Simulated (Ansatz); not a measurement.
# Ge: the cost of one run

Method: DFT LDA, scalar-relativistic, plane waves, PAW, in Ansatz 0.2.0.

2 further runs of the same task are left out: 2 set aside as unsound or not needed.

### 1 The structure to begin with

The structure is cubic, space group Fd-3m (No. 227). The conventional cell has a = 5.658 Å, b = 5.658 Å, c = 5.658 Å, α = 90.00°, β = 90.00°, γ = 90.00°. Ge (site symmetry -43m) is surrounded by 4 Ge at 2.45 Å.

Structure file:

```cif
data_structure
_symmetry_space_group_name_H-M 'P 1'
_symmetry_Int_Tables_number 1
_cell_length_a 4.0005
_cell_length_b 4.0005
_cell_length_c 4.0005
_cell_angle_alpha 60.000
_cell_angle_beta 60.000
_cell_angle_gamma 60.000
_cell_volume 45.27
loop_
_atom_site_label
_atom_site_type_symbol
_atom_site_fract_x
_atom_site_fract_y
_atom_site_fract_z
_atom_site_occupancy
Ge1 Ge 0.50000 0.50000 0.50000 1
Ge2 Ge 0.75000 0.75000 0.75000 1
```

Source of the structure: the Crystallography Open Database.

### 6 The grid

The energy is mapped over two normal modes frozen in (zone-centre modes of the cell shown).

- amplitude of mode 4 (289 cm⁻¹), largest displacement: 11 values from −0.082 to 0.082 Å
- amplitude of mode 5 (289 cm⁻¹), largest displacement: 11 values from −0.082 to 0.082 Å

Nothing else is relaxed (the cell and all other modes fixed). Energies count from the relaxed high-symmetry cell. Points are written as (first, second).

Displacement patterns for an amplitude of 1 (Å):

```
atom      x1     y1     z1     x2      y2     z2
 Ge1   1.000  0.000  0.000  0.000   1.000  0.000
 Ge2  -1.000  0.000  0.000  0.000  -1.000  0.000
```

(The set-up runs are not shown.)

### 7 Grid point (−0.049 Å, −0.016 Å)

input.yaml reads:

```yaml
crystal:
  lattice:
    - [0.0, 2.8107124513, 2.8107124513]
    - [2.8107124513, 0.0, 2.8107124513]
    - [2.8107124513, 2.8107124513, 0.0]
  atoms:
    - { symbol: Ge, position: [0.5058348196, 0.4941651804, 0.4883303609] }
    - { symbol: Ge, position: [0.7441651804, 0.7558348196, 0.7616696391] }
basis:
  ecutwfc: 420
kpoints:
  mp_grid: { grid: [14, 14, 14] }
hamiltonian:
  xc: lda
  pseudopotentials: { kind: paw, azcp: { folder: soft_1 } }
scf:
  occupations: { method: gaussian, width: 0.15 }
output:
  forces: true
  stress: true
  eigenvalues: true
```

Run with:

```console
$ ansatz run input.yaml --threads 1 --pin off --max-ram 2048MiB --backend cpu --events-out ev --progress --plain --runs-dir out
```

What time and memory should one allow on 1 thread of AMD EPYC 9R45 (Zen 5), shared host?

About 17 s, with a peak of 1.1 GiB.
